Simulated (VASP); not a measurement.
TiSe:

```
Se Ti
1.0
     3.55900    0.00000    0.00000
    -1.77950    3.08218    0.00000
     0.00000    0.00000    6.22000
Se Ti
2 2
Direct
  0.66667 0.33333 0.75000
  0.33333 0.66667 0.25000
  0.00000 0.00000 0.50000
  0.00000 0.00000 0.00000
```

| Quantity | Value |
| --- | --- |
| Program | VASP 6.6.1 |
| Task | relaxation of cell and atoms |
| Functional | LDA |
| Potentials or basis | VASP PAW LDA potentials, release 64 (Se, Ti_sv) |
| Cutoff | 600 eV |
| k mesh | 8 × 8 × 4 |
| Occupations | fermi-dirac, width 0.05 eV |
| Spin | no spin polarisation |

At the start: pressure -3.6 GPa; volume 17.06 Å³/atom.

Task: Where does the relaxation end?

Result: Over 10 steps the energy falls by 66.0 meV/atom and the volume is 16.13 Å³/atom (-5.4 %); space group P6_3/mmc (No. 194, to 0.05 Å).

Step by step:
```
step  energy change (eV)  largest force (eV/Å)  pressure (GPa)  volume (Å³)
   1              0.0000                0.0000           -3.65        68.23
   2             -0.1306                0.0000            2.52        64.42
   3             -0.1399                0.0000            5.42        63.01
   4             -0.2103                0.0000            4.64        62.91
   5             -0.2385                0.0000            3.79        62.65
   6             -0.2429                0.0000            3.99        62.72
   7             -0.2631                0.0000            0.68        64.16
   8             -0.2638                0.0000            0.08        64.47
   9             -0.2638                0.0000            0.03        64.50
  10             -0.2638                0.0000           -0.04        64.54
```

Final structure:
```
Se Ti
1.0
     3.33963    0.00000    0.00000
    -1.66981    2.89220    0.00000
     0.00000    0.00000    6.68184
Se Ti
2 2
Cartesian
  1.6698 0.9641 5.0114
  0.0000 1.9281 1.6705
  0.0000 0.0000 3.3409
  0.0000 0.0000 0.0000
```
